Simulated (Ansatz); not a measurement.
# Ba: do energies and stresses tell the same story?

The calculation used DFT r2SCAN, scalar-relativistic, plane waves, PAW in Ansatz 0.2.0.

Plane waves to 500 eV, a k mesh through Γ of 12×12×12 on the computed 1-atom cell and Gaussian smearing (0.10 eV); no spin polarisation.

Relaxed cell: P6/mmm, a = 4.281 Å, b = 4.281 Å, c = 3.893 Å, α = 90.00°, β = 90.00°, γ = 120.00°, 1 atom in the primitive cell. This form isn't the element's structure at ambient conditions.

Energies at zero smearing and pressures from the stress tensor, at volumes with shape and atoms relaxed:
```json
{"V (Å³/atom)": "58.090", "E − E(first) (meV/atom)": "0.00", "P (GPa)": "0.537"}
{"V (Å³/atom)": "59.944", "E − E(first) (meV/atom)": "-4.48", "P (GPa)": "0.258"}
{"V (Å³/atom)": "61.798", "E − E(first) (meV/atom)": "-5.95", "P (GPa)": "0.008"}
{"V (Å³/atom)": "63.652", "E − E(first) (meV/atom)": "-4.72", "P (GPa)": "-0.215"}
{"V (Å³/atom)": "65.506", "E − E(first) (meV/atom)": "-1.06", "P (GPa)": "-0.414"}
```

Task: Check P = −dE/dV between neighbouring volumes, and get the bulk modulus from the pressures alone.

Result: With 1 eV/Å³ = 160.2 GPa:
```json
{"middle V (Å³/atom)": "59.017", "−ΔE/ΔV (GPa)": "0.387", "mean P (GPa)": "0.398"}
{"middle V (Å³/atom)": "60.871", "−ΔE/ΔV (GPa)": "0.128", "mean P (GPa)": "0.133"}
{"middle V (Å³/atom)": "62.725", "−ΔE/ΔV (GPa)": "-0.106", "mean P (GPa)": "-0.104"}
{"middle V (Å³/atom)": "64.579", "−ΔE/ΔV (GPa)": "-0.317", "mean P (GPa)": "-0.315"}
```

The two differ by 0.011 GPa at most. The mean of two end pressures misses the average over a step by about ΔV² P″/12, up to 0.003 GPa here; with that taken off 0.008 GPa remains. Around V = 61.798 Å³/atom, the two neighbours give B = −V ΔP/ΔV = 61.798 × 0.473 / 3.708 = 7.9 GPa, against B0 = 7.8 GPa from the Birch–Murnaghan fit of the energies.